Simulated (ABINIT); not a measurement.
Runs of ABINIT 10.8.3 (patched build) on SnSe2. It takes space group P-3m1 (No. 164, trigonal). Conventional cell: a = 3.811 Å, b = 3.811 Å, c = 6.136 Å, α = 90.00°, β = 90.00°, γ = 120.00°. Sn (site symmetry -3m) has 6 Se at 2.68 Å as nearest neighbours. Around Se (site symmetry 3m) lie 3 Sn at 2.68 Å. 

| task | level | potentials or basis | k mesh | cutoff (eV) | fine-grid cutoff | mesh quality | gap on the mesh (eV) | pressure (GPa) | largest force (eV/Å) |
| --- | --- | --- | --- | --- | --- | --- | --- | --- | --- |
| band structure | LDA | JTH PAW LDA v2.0 | 8 × 8 × 5 | 408 | 816.342 eV | not flagged | 0.67 | - | 0.48 |
| single point | LDA | JTH PAW LDA v2.0 | 6 × 6 × 4 | 408 | 816.342 eV | not flagged | 0.69 | - | 0.47 |
| band structure | LDA-VWN | JTH PAW LDA v2.0 sp | 8 × 8 × 5 | 408 | 816.342 eV | not flagged | 0.64 | 1.0 | 0.52 |
| band structure | BLYP | JTH PAW PBE v2.0 sp | 8 × 8 × 5 | 408 | 816.342 eV | not flagged | 0.76 | - | 1.11 |
| single point | LDA | JTH PAW LDA v2.0 | 5 × 5 × 3 | 408 | 816.342 eV | not flagged | 0.65 | - | 0.43 |
| band structure | TB-mBJ | JTH PAW LDA v2.0 | 6 × 6 × 4 | 707 | 1306.15 eV | not flagged | 1.35 | - | - |
| single point | PBEsol | PseudoDojo NC SR PBEsol v0.4.1 standard | 8 × 8 × 5 | 1170 | - | not flagged | 0.72 | 2.7 | 0.63 |
| band structure | PBEsol | JTH PAW PBE v2.0 sp | 8 × 8 × 5 | 408 | 816.342 eV | not flagged | (c) | - | 0.66 |
| single point | LDA | JTH PAW LDA v2.0 | 3 × 3 × 2 | 408 | 816.342 eV | coarse | (d) | - | (a) |
| band structure | LDA-PZ | JTH PAW LDA v2.0 | 8 × 8 × 5 | 408 | 816.342 eV | not flagged | 0.67 | - | (b) |
| single point | PBEsol | PseudoDojo NC SR PBEsol v0.4.1 standard | 6 × 6 × 4 | 1061 | - | not flagged | 0.72 | 2.4 | 0.62 |
| band structure | OLYP | JTH PAW PBE v2.0 sp | 8 × 8 × 5 | 408 | 816.342 eV | not flagged | 0.94 | - | 0.41 |

Alike in all rows: no spin polarisation; cell as given; smearing fermi-dirac 0.05 eV.

Fill in the values left out.

(a) 0.37; (b) 0.49; (c) 0.71; (d) 0.85.

Caveats: some runs use coarse meshes; spin-orbit coupling is left out, which moves the levels of the heavy elements; an odd mesh through Γ misses points on the zone boundary, where band edges often lie (some runs); this functional lacks dispersion, which binds the layers, so the pressure and a relaxed spacing across them are unreliable (some runs); this set keeps more shells in the core, which shifts pressures and gaps (some runs); the PAW data sets were made with another functional, which shifts forces and pressure a little (some runs); the constant c of TB-mBJ comes from the pseudo density here, which moves gaps by up to 0.3 eV between sets of potentials (some runs).

A k mesh can miss the band edges, and the runs leave out spin-orbit coupling on Se, Sn.

Not every run made on this cell is shown here.
